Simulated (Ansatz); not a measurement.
Structure types of P were relaxed at one common pressure (all-electron LAPW in Ansatz 0.2.0 under PBE, scalar-relativistic, no spin polarisation, zero temperature). They take these volumes:

```
            type  space group  V (Å³/atom)
             fcc        Fm-3m         9.98
             bcc        Im-3m         9.92
             hcp     P6_3/mmc         9.91
              sc        Pm-3m        10.67
simple hexagonal       P6/mmm        10.10
              sc        Pm-3m        10.64
```

Task: At about which pressure, and is the densest type also the lowest in enthalpy?

Result: 72 GPa. The densest types tie within 0.02 Å³/atom, and sc is the lowest in enthalpy.
